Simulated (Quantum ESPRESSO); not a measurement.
MgO:

```
Mg O
1.0
     0.00000    2.09700    2.09700
     2.09700    0.00000    2.09700
     2.09700    2.09700    0.00000
Mg O
1 1
Direct
  0.00000 0.00000 0.00000
  0.50000 0.50000 0.50000
```

The cell is a database's computed one.

Base run:

- Program: Quantum ESPRESSO 7.5
- Functional: PBE
- Potentials or basis: PseudoDojo 0.4.1 SR PBE standard
- Cutoff: 1143 eV
- Density cutoff: 4572 eV
- k mesh: 8 × 8 × 8, shifted
- Occupations: fermi-dirac, width 0.05 eV
- Spin: no spin polarisation

Its results: pressure 6.7 GPa; electronic dielectric tensor (diagonal) 3.18.

The run is repeated on the same cell with these changes: functional from PBE to AM05. What comes out?

Pressure 3.5 GPa; electronic dielectric tensor (diagonal) 3.22.

AM05 binds more tightly than PBE, so the same cell stands under less pressure.

Caveats: the cell is more than 3 GPa from zero pressure, which shifts response properties; the potentials were made for another functional, which shifts forces and pressure (some runs).
